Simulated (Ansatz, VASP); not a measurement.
## One calculation of SnSe2, two programs

File INCAR:

```
  PREC = Accurate
  ENCUT = 520
  EDIFF = 1E-6
  ISMEAR = 0
  SIGMA = 0.05
  LREAL = F
  LASPH = T
  NELM = 100
  ALGO = Normal
  ISIF = 2
  LWAVE = F
  LCHARG = T
  GGA = PE
  LELF = T
  LVHAR = T
  NBANDS = 20
```

Contents of KPOINTS:

```
Automatic mesh
0
Gamma
  10 10 5
```

The input POSCAR:

```
SnSe2
1.0
    3.8799402157      0.0000000000      0.0000000000
   -1.9399701079      3.3601267920      0.0000000000
    0.0000000000      0.0000000000      6.5501009112
Sn Se
1 2
Direct
    0.0000000000      0.0000000000      0.0000000000
    0.6666666700      0.3333333300      0.7570988600
    0.3333333300      0.6666666700      0.2429011400
```

Input for Ansatz:

```yaml
crystal:
  lattice:
    - [3.8799402157, 0.0, 0.0]
    - [-1.9399701079, 3.360126792, 0.0]
    - [0.0, 0.0, 6.5501009112]
  atoms:
    - { symbol: Sn, position: [0.0, 0.0, 0.0] }
    - { symbol: Se, position: [0.66666667, 0.33333333, 0.75709886] }
    - { symbol: Se, position: [0.33333333, 0.66666667, 0.24290114] }
hamiltonian:
  xc: pbe
  pseudopotentials:
    kind: all_electron
    lapw: { basis_error: 0.0001, muffin_tin_radii: { Sn: 1.323, Se: 1.222 } }
kpoints:
  mp_grid: { grid: [10, 10, 5] }
scf:
  occupations: { method: gaussian, width: 0.05 }
  convergence: { dr2_threshold: 1.0e-09 }
output:
  eigenvalues: true
```

The cell is a database's computed one.

Alike in both runs: task single point; functional PBE; k mesh 10 × 10 × 5; occupations gaussian, width 0.05 eV; no spin polarisation.

|  | VASP | Ansatz |
| --- | --- | --- |
| version | VASP 6.6.1 | Ansatz 0.2.0 |
| potentials or method | VASP PAW PBE potentials, release 64 (Sn_d, Se) | all-electron LAPW, scalar-relativistic |
| plane-wave cutoff (eV) | 520 | see its input |

|  | VASP | Ansatz | Ansatz less VASP |
| --- | --- | --- | --- |
| gap on the k mesh at the Fermi level (eV) | 0.69 | 0.69 | +0.002 |
| least direct gap on the mesh (eV) | 1.14 | 1.14 | +0.004 |

Ansatz ran all-electron here, so the differences hold the error of VASP's frozen core and of both bases.

Caveats: spin-orbit coupling is left out, which moves the levels of the heavy elements; an odd mesh through Γ misses points on the zone boundary, where band edges often lie.
